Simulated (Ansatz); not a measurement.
## Zr2N: energy along a strain

Zr2N, P4_2/mnm, a = 5.370 Å, c = 3.273 Å. The structure is a Materials Project entry; whether it is the stable form wasn't checked. Ansatz: PBEsol, PAW, 420 eV, Γ-centred 10×10×14 mesh on 6 atoms, Gaussian smearing 0.15 eV; no spin polarisation. Cell vectors (Å): 5.370 0.000 0.000; 0.000 5.370 0.000; 0.000 0.000 3.273. The cell is strained by x per cent times the pattern (1 -1 0 0 0 0) in the order xx yy zz yz xz xy (engineering shears), with fractional coordinates held. y is the free energy over the start, V0 = 15.729 Å³/atom. Symmetry makes y even in x.

```tsv
x (%)	y (meV/atom)
-6.00	?
-3.00	15.25
0.00	0.00
1.50	3.81
4.50	34.31
5.25	46.68
```

Question: Fit y = c2 x² + c4 x⁴ to the other rows, get the stiffness along the pattern, and predict the missing energy.

Answer: Least squares on the rows shown. y = 1.6952 x² − 5.6789×10⁻⁵ x⁴. The clamped-ion stiffness p·C·p = 2 × 16.95 eV × 160.2 / 15.729 Å³ = 345 GPa. At x = -6.00 the fit asked for gives 60.95 meV/atom. The run gave 60.94 meV/atom, so the fit is 0.01 meV/atom too high, a small miss on the scale of the series.